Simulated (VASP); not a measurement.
# NbP (I4_1md) in VASP: notebook

The runs below take NbP through relaxation of cell and atoms, with LDA.

Program: VASP 6.6.1. These are calculated values, not measurements. Logs are shortened: lines on timing, memory, paths and dates and some standing lists are left out, and cuts for length are marked.

### 1 The crystal as given

Symmetry: I4_1md, No. 109, tetragonal system. The conventional cell has a = 3.350 Å, b = 3.350 Å, c = 11.480 Å, α = 90.00°, β = 90.00°, γ = 90.00°. Nb (site symmetry 2mm) has 6 P at 2.55 Å as nearest neighbours. P (site symmetry 2mm) has 6 Nb at 2.55 Å as nearest neighbours.

The cell is a database's computed one.

### 2 Relaxation of cell and atoms, LDA

Contents of INCAR:

```
SYSTEM = NbP
PREC     = Accurate       ! precision mode
ENCUT    = 520            ! plane-wave cutoff, eV
EDIFF    = 1E-7           ! SCF threshold, eV
ISMEAR   = 0              ! smearing method
SIGMA    = 0.1            ! smearing width, eV
LREAL    = .False.        ! projectors in reciprocal space
LASPH    = .True.         ! aspherical terms in the spheres
NELM     = 60             ! most SCF steps
ALGO     = Normal         ! electronic algorithm
ISIF     = 3              ! what is computed and relaxed
LWAVE    = .False.        ! write WAVECAR
LCHARG   = .False.        ! write CHGCAR
GGA      = CA             ! functional
IBRION   = 2              ! ionic algorithm
NSW      = 80             ! ionic steps
EDIFFG   = -0.002         ! ionic threshold
```

Contents of KPOINTS:

```
Automatic mesh
0
Gamma
  18 18 18
  0 0 0
```

Contents of POSCAR:

```
NbP
1.0
   -1.6749232500      1.6749232500      5.7401081800
    1.6749232500     -1.6749232500      5.7401081800
    1.6749232500      1.6749232500     -5.7401081800
Nb P
2 2
Direct
    0.7498808000      0.7498808000      0.0000000000
    0.4998808000      0.9998808000      0.5000000000
    0.3327477700      0.3327477700      0.0000000000
    0.0827477800      0.5827477800      0.5000000000
```

Potentials or basis: VASP PAW LDA potentials, release 64 (Nb_sv, P).

The run is started by

```
$ cat potpaw_LDA.64/Nb_sv/POTCAR potpaw_LDA.64/P/POTCAR > POTCAR
$ mpirun -np 1 vasp_std > vasp.out
```

OUTCAR:

```text
SYSTEM = NbP
   PREC = Accurate
   ENCUT = 520
   EDIFF = 1E-7
   ISMEAR = 0
   LREAL = .False.
   LASPH = .True.
   NELM = 60
   ISIF = 3
   GGA = CA
   IBRION = 2
   NSW = 80
   EDIFFG = -0.002

 ion  position               nearest neighbor table
   1  0.750  0.750  0.000-   4 2.55   4 2.55   3 2.55   3 2.55   3 2.55   3 2.55
   2  0.500  1.000  0.500-   3 2.55   3 2.55   4 2.55   4 2.55   4 2.55   4 2.55
   3  0.333  0.333  0.000-   2 2.55   2 2.55   1 2.55   1 2.55   1 2.55   1 2.55
   4  0.083  0.583  0.500-   1 2.55   1 2.55   2 2.55   2 2.55   2 2.55   2 2.55

  LATTYP: Found a body centered tetragonal cell.
 ALAT       =     3.3498465000
 C/A-ratio  =     3.4270872889

  Lattice vectors:

 A1 = (  -1.6749232500,   1.6749232500,   5.7401081800)
 A2 = (   1.6749232500,  -1.6749232500,   5.7401081800)
 A3 = (   1.6749232500,   1.6749232500,  -5.7401081800)

Analysis of symmetry for initial positions (statically):
=====================================================================
 Subroutine PRICEL returns:
 Original cell was already a primitive cell.

 Routine SETGRP: Setting up the symmetry group for a
 body centered tetragonal supercell.

 Subroutine GETGRP returns: Found  8 space group operations
 (whereof  4 operations were pure point group operations)
 out of a pool of 16 trial point group operations.

The static configuration has the point symmetry C_2v.
 The point group associated with its full space group is C_4v.

Analysis of symmetry for dynamics (positions and initial velocities):
=====================================================================
 Subroutine PRICEL returns:
 Original cell was already a primitive cell.

 Routine SETGRP: Setting up the symmetry group for a
 body centered tetragonal supercell.

 Subroutine GETGRP returns: Found  8 space group operations
 (whereof  4 operations were pure point group operations)
 out of a pool of 16 trial point group operations.

The dynamic configuration has the point symmetry C_2v.
 The point group associated with its full space group is C_4v.

 Subroutine INISYM returns: Found  8 space group operations
 (whereof  4 operations are pure point group operations),
 and found     1 'primitive' translations

----------------------------------------------------------------------------------------

                                     Primitive cell

  volume of cell :      64.4125

  direct lattice vectors                    reciprocal lattice vectors
    -1.674923250  1.674923250  5.740108180     0.000000000  0.298521141  0.087106372
     1.674923250 -1.674923250  5.740108180     0.298521141  0.000000000  0.087106372
     1.674923250  1.674923250 -5.740108180     0.298521141  0.298521141  0.000000000

  length of vectors
     6.209635875  6.209635875  6.209635875     0.310970082  0.310970082  0.422172647

  position of ions in fractional coordinates (direct lattice)
     0.749880800  0.749880800  0.000000000
     0.499880800  0.999880800  0.500000000
     0.332747770  0.332747770  0.000000000
     0.082747780  0.582747780  0.500000000

  ion indices of the primitive-cell ions
   primitive index   ion index
                 1           1
                 2           2
                 3           3
                 4           4

----------------------------------------------------------------------------------------

 KPOINTS: Automatic mesh

Automatic generation of k-mesh.
 Grid dimensions read from file:
 generate k-points for:   18   18   18

 Generating k-lattice:

  Cartesian coordinates                     Fractional coordinates (reciprocal lattice)
     0.000000000  0.016584508  0.004839243     0.055555556 -0.000000000  0.000000000
     0.016584508  0.000000000  0.004839243    -0.000000000  0.055555556  0.000000000
     0.016584508  0.016584508  0.000000000     0.000000000  0.000000000  0.055555556

  Length of vectors
     0.017276116  0.017276116  0.023454036

  Shift w.r.t. Gamma in fractional coordinates (k-lattice)
     0.000000000  0.000000000  0.000000000

 Subroutine IBZKPT returns following result:
 ===========================================

 Found    480 irreducible k-points:

 Following reciprocal coordinates:
            Coordinates               Weight
  0.000000  0.000000  0.000000      1.000000
  0.055556  0.000000 -0.000000      8.000000
  0.111111  0.000000 -0.000000      8.000000
  0.166667  0.000000 -0.000000      8.000000
  0.222222  0.000000 -0.000000      8.000000
  0.277778  0.000000 -0.000000      8.000000
[... 16 lines left out ...]
 -0.277778  0.055556  0.000000     16.000000
 -0.222222  0.055556  0.000000     16.000000
 [... further k-points ...]
   k-points           NKPTS =    480   k-points in BZ     NKDIM =    480   number of bands    NBANDS=     22
   number of dos      NEDOS =    301   number of ions     NIONS =      4
   total plane-waves  NPLWV = 110592
   dimension x,y,z NGX =    48 NGY =   48 NGZ =   48
   dimension x,y,z NGXF=    96 NGYF=   96 NGZF=   96
   ions per type =               2   2
   NGX,Y,Z   is equivalent  to a cutoff of  12.85, 12.85, 12.85 a.u.
   NGXF,Y,Z  is equivalent  to a cutoff of  25.70, 25.70, 25.70 a.u.
 SYSTEM =  NbP
   PREC   = accura    normal or accurate (medium, high low for compatibility)
   ISTART =      0    job   : 0-new  1-cont  2-samecut
   ICHARG =      2    charge: 1-file 2-atom 10-const
   ISPIN  =      1    spin polarized calculation?
   LNONCOLLINEAR =      F non collinear calculations
   LSORBIT =      F    spin-orbit coupling
   LASPH  =      T    aspherical Exc in radial PAW
   ENCUT  =  520.0 eV  38.22 Ry    6.18 a.u.  11.55 11.55 11.55*2*pi/ulx,y,z
   NELM   =     60;   NELMIN=  2; NELMDL= -5     # of ELM steps
   EDIFF  = 0.1E-06   stopping-criterion for ELM
   LREAL  =      F    real-space projection
   EDIFFG = -.2E-02   stopping-criterion for IOM
   NSW    =     80    number of steps for IOM
   IBRION =      2    ionic relax: 0-MD 1-quasi-New 2-CG
   NFREE  =      1    steps in history (QN), initial steepest desc. (CG)
   ISIF   =      3    stress and relaxation
   ISYM   =      2    0-nonsym 1-usesym 2-fastsym
   POTIM  = 0.5000    time-step for ionic-motion
   TEBEG  =    0.0;   TEEND  =   0.0 temperature during run
   PSTRESS=    0.0 pullay stress
   NELECT =      36.0000    total number of electrons
   NUPDOWN=      -1.0000    fix difference up-down
   EMIN   =  10.00;   EMAX   =-10.00  energy-range for DOS
   EFERMI =   0.00;   METHOD = LEGACY
   ISMEAR =     0;   SIGMA  =   0.10  broadening in eV -4-tet -1-fermi 0-gaus
   EFERMI_NEDOS =   21; number of points for ismear=-14 and -15
   IALGO  =     38    algorithm
   IMIX   =      4    mixing-type and parameters
     AMIX     =   0.40;   BMIX     =  1.00
     AMIX_MAG =   1.60;   BMIX_MAG =  1.00
  volume/ion in A,a.u.               =      16.10       108.67
  Fermi-wavevector in a.u.,A,eV,Ry     =   1.348504  2.548304 24.741706  1.818464
  Thomas-Fermi vector in A             =   2.476168
   LORBIT       =      0    0 simple, 1 ext, 2 COOP (PROOUT), +10 PAW based schemes
   GGA     = CA    functional components
   LHFCALC =     F    Hartree Fock is set to
   AEXX    =    0.0000 exact exchange contribution
   IVDW    =     0    specifies the selected vdW correction
   LEPSILON=     F    determine dielectric tensor
   LRPA    =     F    only Hartree local field effects (RPA)
 conjugate gradient relaxation of ions
 non-spin polarized calculation
 Gauss-broadening in eV      SIGMA  =   0.10
  energy-cutoff  :      520.00
  volume of cell :       64.41
 maximum number of plane-waves:      1756
 NGX is ok and might be reduce to    48
   NGX = 23   NGY = 23   NGZ = 23

--------------------------------------- Ionic step        1  -------------------------------------------

 number of electron      35.9999999 magnetization

 Free energy of the ion-electron system (eV)
  ---------------------------------------------------
  ext. energy  EPLUGINS =         0.00000000
  ---------------------------------------------------
  free energy    TOTEN  =       -38.94160832 eV

  energy without entropy =      -38.93959958  energy(sigma->0) =      -38.94060395

------------------------ aborting loop because EDIFF is reached ----------------------------------------

  FORCE on cell =-STRESS in cart. coord.  units (eV):
  Direction    XX          YY          ZZ          XY          YZ          ZX
  --------------------------------------------------------------------------------------
  -------------------------------------------------------------------------------------
  Total       -3.8421540     -3.8421540     -3.7760108      0.0000000      0.0000000      0.0000000
  in kB      -95.5686524    -95.5686524    -93.9234243      0.0000000      0.0000000      0.0000000
  external PRESSURE =     -95.0202431 kB  Pullay stress =       0.0000000 kB
[... 95 lines left out ...]
  FREE ENERGIE OF THE ION-ELECTRON SYSTEM (eV)
  ---------------------------------------------------
  free  energy   TOTEN  =       -39.0380622348 eV

  energy  without entropy=      -39.0359987272  energy(sigma->0) =      -39.03703048

[... ionic steps 4 to 10 ...]

--------------------------------------- Ionic step       11  -------------------------------------------

 number of electron      36.0000001 magnetization

------------------------ aborting loop because EDIFF is reached ----------------------------------------
[... 71 lines left out ...]
--------------------------------------- Ionic step       13  -------------------------------------------

 number of electron      36.0000001 magnetization

 Free energy of the ion-electron system (eV)
  ---------------------------------------------------
  ext. energy  EPLUGINS =         0.00000000
  ---------------------------------------------------
  free energy    TOTEN  =       -39.03995796 eV

  energy without entropy =      -39.03781267  energy(sigma->0) =      -39.03888531

 E-fermi :  11.0984     XC(G=0): -12.3979

 val. band max:       11.0888623734   @ k =  -0.0556  -0.4444   0.0556
 cond. band min:      11.1029760888   @ k =  -0.0556   0.5000   0.0556
 fundamental gap:      0.0141137153
 Fermi energy:        11.0984434319

 k-point     1 :       0.0000    0.0000    0.0000
  band No.  band energies     occupation
      1     -43.3754      2.00000
      2     -43.3250      2.00000
      3     -19.8881      2.00000
      4     -19.6278      2.00000
      5     -19.6278      2.00000
      6     -19.4651      2.00000
[... 589 lines left out ...]
     21      13.0372      0.00000
     22      14.0207      0.00000

 [... further k-points ...]

------------------------ aborting loop because EDIFF is reached ----------------------------------------

  FORCE on cell =-STRESS in cart. coord.  units (eV):
  Direction    XX          YY          ZZ          XY          YZ          ZX
  --------------------------------------------------------------------------------------
  -------------------------------------------------------------------------------------
  Total        0.0047841      0.0047841     -0.0028894      0.0000000      0.0000000      0.0000000
  in kB        0.1251826      0.1251826     -0.0756052      0.0000000      0.0000000      0.0000000
  external PRESSURE =       0.0582533 kB  Pullay stress =       0.0000000 kB
[... 19 lines left out ...]
  FREE ENERGIE OF THE ION-ELECTRON SYSTEM (eV)
  ---------------------------------------------------
  free  energy   TOTEN  =       -39.0399579624 eV

  energy  without entropy=      -39.0378126662  energy(sigma->0) =      -39.03888531

 reached required accuracy - stopping structural energy minimisation
```

It took 2.2 h on 1 thread of Intel Xeon Platinum 8488C (Sapphire Rapids), shared host; peak memory 0.83 GiB.

What came out:

```yaml
Free_energy: -39.0400 eV
Relaxed_volume: 15.31 Å³/atom
Relaxed_cell: a = 6.079 Å, b = 6.079 Å, c = 6.079 Å, α = 148.48°, β = 148.48°, γ = 45.18°
Space_group_after_relaxing_to_0.05_Å: I4_1md (No. 109)
Energy_gained_by_relaxing: 24.6 meV/atom
Ionic_steps: 13
Pressure_after_relaxing: 0.0 GPa
Band_gap_on_the_k_mesh: none (metal or under the smearing width)
```

Step by step:
| step | energy change (eV) | largest force (eV/Å) | pressure (GPa) | volume (Å³) |
| --- | --- | --- | --- | --- |
| 1 | 0.0000 | 0.0137 | -9.50 | 64.41 |
| 2 | 0.2716 | 0.0465 | 23.70 | 55.91 |
| 3 | -0.0965 | 0.0246 | -0.32 | 61.39 |
| 4 | -0.0965 | 0.0249 | -0.04 | 61.30 |
| 5 | -0.0965 | 0.0252 | 0.18 | 61.24 |
| 6 | -0.0980 | 0.0415 | 0.19 | 61.20 |
| 7 | -0.0981 | 0.0476 | 0.20 | 61.18 |
| 8 | -0.0982 | 0.0076 | -0.35 | 61.33 |
| 9 | -0.0983 | 0.0142 | -0.13 | 61.27 |
| 10 | -0.0983 | 0.0117 | 0.10 | 61.21 |
| 11 | -0.0983 | 0.0001 | -0.01 | 61.24 |
| 12 | -0.0983 | 0.0006 | -0.01 | 61.24 |
| 13 | -0.0983 | 0.0011 | 0.01 | 61.23 |

Final structure:
```yaml
crystal:
  lattice:
    - [-1.65144, 1.65144, 5.61282]
    - [1.65144, -1.65144, 5.61282]
    - [1.65144, 1.65144, -5.61282]
  atoms:
    - { symbol: Nb, position: [0.75020, 0.75020, 0.00000] }
    - { symbol: Nb, position: [0.50020, 0.00020, 0.50000] }
    - { symbol: P, position: [0.33242, 0.33242, 0.00000] }
    - { symbol: P, position: [0.08242, 0.58242, 0.50000] }
```

(Continued in part 2 of 2.)
